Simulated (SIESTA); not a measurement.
Runs of SIESTA 5.4.2 on SiNi. It takes space group Pmmn (No. 59, orthorhombic). The conventional cell has a = 2.943 Å, b = 3.280 Å, c = 4.677 Å, α = 90.00°, β = 90.00°, γ = 90.00°. Around Ni (site symmetry mm2) lie 6 Si at 2.34 to 2.37 Å and 4 Ni at 2.65 Å. Around Si (site symmetry mm2) lie 6 Ni at 2.34 to 2.37 Å and 4 Si at 2.65 Å. The cell is a database's computed one.

```tsv
task	level	potentials or basis	cell	k mesh	gap on the mesh (eV)	pressure (GPa)	moment (μB)	V0 of scaled cells (Å³/atom)	B0 (GPa)	largest force (eV/Å)
single point	PBE	PseudoDojo 0.4 standard (PBE files), DZP (energy shift 0.003 Ry; two zetas on semicore shells)	as given	9 × 8 × 6	none	6.6	0.00	-	-	(b)
equation of state	LDA	PseudoDojo 0.4 standard (LDA files), DZP (energy shift 0.003 Ry; two zetas on semicore shells)	as given	7 × 6 × 4	-	-	-	10.98	221	-
single point	PBE	PseudoDojo 0.4 standard (PBE files), DZP (energy shift 0.003 Ry; two zetas on semicore shells)	atoms moved at random, drawn with an rms of 0.05 Å	9 × 8 × 6	none	6.6	0.00	-	-	0.54
equation of state	PBEsol	PseudoDojo 0.4 standard (PBEsol files), DZP (energy shift 0.003 Ry; two zetas on semicore shells)	as given	7 × 6 × 4	-	-	-	(a)	209	-
```

Alike in all rows: spin collinear, ferromagnetic start; smearing fermi-dirac 0.05 eV; grid cutoff 800 Ry; energy shift 0.003 Ry.

Question: Estimate the missing entries.

Answer: (a) 11.27; (b) 0.14.

Caveats: short orbitals over semicore shells can move pressures by several GPa; the basis of atomic orbitals isn't converged, which shifts pressures, moduli and gaps; the cell was scaled at fixed shape and fractional positions, which overstates the stiffness of a crystal with free parameters, most of all of layers and chains (some runs).

A gap of «none» marks a metal or a gap under the smearing width.
